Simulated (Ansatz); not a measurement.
Relaxed-ion elastic tensor of GeO2 (rutile, P4_2/mnm) in GPa (Voigt order), DFT-PBEsol in the program Ansatz with PAW potentials; density 6.14 g/cm³, 9.42 Å³ per atom.

```
291  172  167  0.0  0.0  0.0
172  291  167  0.0  0.0  0.0
167  167  536  0.0  0.0  0.0
0.0  0.0  0.0  142  0.0  0.0
0.0  0.0  0.0  0.0  142  0.0
0.0  0.0  0.0  0.0  0.0  244
```

**Question.** Is the crystal mechanically stable?

**Answer.** Yes: the smallest eigenvalue of C is 119 GPa.

**Question.** Work out the Voigt, Reuss and Hill averages.

**Answer.** K_V = 237, K_R = 222, K_H = 229; G_V = 146, G_R = 118, G_H = 132 GPa.

**Question.** Give Young's modulus, Poisson's ratio, Pugh's ratio and the universal anisotropy index.

**Answer.** E = 9KG/(3K + G) = 333 GPa; ν = 0.26; K/G = 1.73 (near the Pugh limit of 1.75, no verdict); A_U = 5G_V/G_R + K_V/K_R − 6 = 1.26.

**Question.** Estimate the sound speeds and the Debye temperature.

**Answer.** v_l = √((K + 4G/3)/ρ) = 8120 m/s, v_t = √(G/ρ) = 4640 m/s, mean 5150 m/s; Θ = (h/k)(3n/4πV)^(1/3) v_m = 726 K.

**Question.** Solve the Christoffel equation for the three sound speeds along x, y, z.

**Answer.** Eigenvalues of C_ijkl n_j n_l equal ρv². In km/s, slowest first: x 4.80, 6.30, 6.88; y 4.80, 6.30, 6.88; z 4.80, 4.80, 9.34.

**Question.** How much does each axis shrink under pressure?

**Answer.** Linear compressibilities β_i = Σ_j S_ij (j = 1 to 3): x 1.9, y 1.9, z 0.67 per TPa.

The PBEsol relaxation kept the symmetry of its start; phonons on a q-mesh show no instability.

Potentials: the later of the program's two PAW sets.
